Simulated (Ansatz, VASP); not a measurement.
SiGe: VASP beside Ansatz

The input INCAR:

```
SYSTEM = SiGe
PREC = Accurate
ENCUT = 520
EDIFF = 1E-6
ISMEAR = 0
SIGMA = 0.03
LREAL = .FALSE.
LASPH = .TRUE.
NELM = 80
ALGO = Normal
ISIF = 2
LWAVE = .FALSE.
LCHARG = .FALSE.
GGA = CA
NBANDS = 26
```

File KPOINTS:

```
regular mesh
0
G
  12 12 6
  0 0 0
```

POSCAR

```
SiGe
1.0
    3.9700706750      0.0000000000      0.0000000000
   -1.9850353375      3.4381820594      0.0000000000
    0.0000000000      0.0000000000      6.5609628661
Si Ge
2 2
Direct
    0.6666666667      0.3333333333      0.8745031008
    0.3333333333      0.6666666667      0.3745031008
    0.6666666667      0.3333333333      0.5161337307
    0.3333333333      0.6666666667      0.0161337307
```

Input for Ansatz:

```yaml
crystal:
  lattice:
    - [3.970070675, 0.0, 0.0]
    - [-1.9850353375, 3.4381820594, 0.0]
    - [0.0, 0.0, 6.5609628661]
  atoms:
    - { symbol: Si, position: [0.6666666667, 0.3333333333, 0.8745031008] }
    - { symbol: Si, position: [0.3333333333, 0.6666666667, 0.3745031008] }
    - { symbol: Ge, position: [0.6666666667, 0.3333333333, 0.5161337307] }
    - { symbol: Ge, position: [0.3333333333, 0.6666666667, 0.0161337307] }
basis:
  ecutwfc: 420
kpoints:
  mp_grid: { grid: [12, 12, 6] }
hamiltonian:
  xc: lda
  pseudopotentials: { kind: paw, azcp: { folder: soft_1 } }
scf:
  occupations: { method: gaussian, width: 0.03 }
output:
  forces: true
  stress: true
  eigenvalues: true
```

Alike in both runs: task single point; functional LDA; k mesh 12 × 12 × 6; occupations gaussian, width 0.03 eV; no spin polarisation.

```csv
,VASP,Ansatz
version,VASP 6.6.1,Ansatz 0.2.0
potentials or method,"VASP PAW LDA potentials, release 64 (Si, Ge_d)","scalar-relativistic, plane waves, PAW"
plane-wave cutoff (eV),520,420
valence electrons in the cell,36,36
```

|  | VASP | Ansatz | Ansatz less VASP |
| --- | --- | --- | --- |
| gap on the k mesh at the Fermi level (eV) | none | none | - |
| pressure (GPa) | -5.2 | -5.3 | -0.06 |
| largest component of the traceless stress (GPa) | 3.02 | 3.00 | -0.018 |
| rms of the force components (eV/Å) | 0.734 | 0.733 | -0.0013 |

Atom by atom the forces differ by 0.001 eV/Å (rms over components). A gap of «none» marks a metal or a gap that the smearing closes. Ansatz warned: «pseudo_functional_mismatch».

Caveats: forces of over 1 eV/Å show positions far from the minimum, so gaps and moduli don't describe the material at rest.
